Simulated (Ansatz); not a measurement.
# A series in volume scale on TiAl

Results calculated with Ansatz 0.2.0, not measured. Periodic Kohn-Sham DFT of a crystal at fixed atoms, scaled to volume_scale times the given cell; pressure positive in compression, energy less spherical unpolarised free atoms, largest_vzz the field gradient of largest size among the nuclei.

The cell before it is scaled or strained (space group P4/mmm, No. 123):
```
TiAl
1.0
      2.8373     0.0000     0.0000
      0.0000     2.8373     0.0000
      0.0000     0.0000     4.0591
Ti Al
1 1
Direct
  0.00000 0.00000 0.00000
  0.50000 0.50000 0.50000
```

Settings of every row: method all-electron LAPW; functional PBE; relativity scalar; k mesh 12x12x8; filling fermi-dirac; smearing width 0.05 eV; basis error target 1 meV/atom; nucleus gaussian.

Atom start moment: 0 on all atoms.

```
row  volume scale  V (Å³/atom)  pressure (GPa)  energy less free atoms (eV/atom)
  1        0.9405       15.366           6.898                           -5.6187
  2          0.98       16.012           1.567                           -5.6354
  3             1       16.338          -0.759                           -5.6361
  4          1.02       16.665               ?                                 ?
  5          1.06       17.319          -6.498                           -5.6131
```

Question: what pressure and energy less free atoms should row 4 give?

Worked fit of pressure. Take u = (V_r/V)^(2/3) − 1 with V_r = 16.175 Å³ an atom, which is twice the finite (Eulerian) strain; such expansions in the strain, on which the Birch-Murnaghan equation of state is built, carry the rest volume and the bulk modulus. The shown rows have u = 0.0348, 0.00678, -0.00666, -0.04454. Least squares give pressure = 0.3747 + 172.915 × u + 417.8 × u² GPa; a straight line predicts inner rows, each left out in turn, worse (root mean square 0.43 against 0.0014 GPa). The rows lie off it by 0.000, 0.001, -0.001, 0.000. The pressure vanishes at u = -0.0022, or V = 16.23 Å³ an atom, and there the bulk modulus at fixed shape and fractions is B = −V dP/dV = (2/3)(1 + u) dP/du = 114 GPa. Letting shape and atoms relax would as a rule lower it, by much in layered, chain or molecular crystals. The withheld row has u = -0.0197, so the fit gives 0.3747 + 172.915 × (-0.0197) + 417.8 × (-0.0197)² = -2.870 GPa.

The calculation gave -2.865 GPa. The fit lies 0.005 GPa (0.037 % of the column's range) below it; its largest miss of a shown row is 0.001 GPa.

Worked fit of energy less free atoms. Take u = (V_r/V)^(2/3) − 1 with V_r = 16.175 Å³ an atom, which is twice the finite (Eulerian) strain; such expansions in the strain, on which the Birch-Murnaghan equation of state is built, carry the rest volume and the bulk modulus. The shown rows have u = 0.0348, 0.00678, -0.00666, -0.04454. Least squares give energy less free atoms = −5.63634 + 0.0555 × u + 12.962 × u² eV/atom; a straight line predicts inner rows, each left out in turn, worse (root mean square 0.013 against 7e-05 eV/atom). All shown rows lie on it to the printed digit. Its lowest point lies at u = -0.0021, or V = 16.23 Å³ an atom, and the curvature there gives the bulk modulus at fixed shape and fractions, B = (4/9)(1 + u)² E″(u)/V = 113 GPa. Letting shape and atoms relax would as a rule lower it, by much in layered, chain or molecular crystals. The withheld row has u = -0.0197, so the fit gives −5.63634 + 0.0555 × (-0.0197) + 12.962 × (-0.0197)² = -5.6324 eV/atom.

The calculation gave -5.6324 eV/atom. The fit meets it to the printed digit.
